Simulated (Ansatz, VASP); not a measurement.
One calculation of ZnSe, two programs

```
Zn Se
1.0
     2.83380    2.83380    0.00000
    -2.83380    2.83380    0.00000
     0.00000    2.83380    2.83380
Zn Se
1 1
Direct
  0.00000 0.00000 0.00000
  0.75000 0.25000 0.50000
```

Alike in both runs: task relaxation of cell and atoms; functional LDA; k mesh 12 × 12 × 12; occupations fermi-dirac, width 0.08 eV; no spin polarisation.

|  | VASP | Ansatz |
| --- | --- | --- |
| version | VASP 6.6.1 | Ansatz 0.2.0 |
| potentials or method | VASP PAW LDA potentials, release 64 (Zn, Se) | PAW with Ansatz's default frozen-core files, scalar-relativistic |
| plane-wave cutoff (eV) | 600 | 420 |
| valence electrons in the cell | 18 | 28 |

|  | VASP | Ansatz | Ansatz less VASP |
| --- | --- | --- | --- |
| relaxed volume (Å³/atom) | 21.67 | 21.57 | -0.100 |
| relaxed cell length with the largest relative difference (Å) | 3.943 | 3.937 | -0.0061 |
| energy change over the relaxation (meV/atom) | -11 | -13 | -2.2 |

The two sets of potentials don't hold the same shells in valence.

LDA usually gives volumes a few per cent too small. Zero-point motion and thermal expansion aren't in these numbers.
